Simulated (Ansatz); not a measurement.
# W in Ansatz: the effect of functional

W:

```
W
1.0
    -1.57172    1.57172    1.57172
     1.57172   -1.57172    1.57172
     1.57172    1.57172   -1.57172
W
1
Direct
  0.00000 0.00000 0.00000
```

The cell isn't the ideal one: volume scaled by 0.98.

Alike in all runs:

- Program: Ansatz 0.2.0
- Task: single point
- Potentials or basis: Ansatz PAW
- k mesh: 12 × 12 × 12
- Occupations: fermi-dirac, width 0.05 eV
- Spin: no spin polarisation

Problem. One run gave: pressure -2.8 GPa. Which functional did it use?
A. r2SCAN
B. LDA
C. PBE

Solution. B.

```tsv
functional	cutoff	pressure (GPa)
LDA	420 eV (not typed: the program's choice for these potentials)	-2.8
r2SCAN	500 eV (not typed: the program's choice for these potentials)	8.4
PBE	420 eV (not typed: the program's choice for these potentials)	12.6
```

Caveats: the PAW data sets come from PBE, with cores solved anew for the run's functional, which leaves a small shift of forces and pressure (some runs).
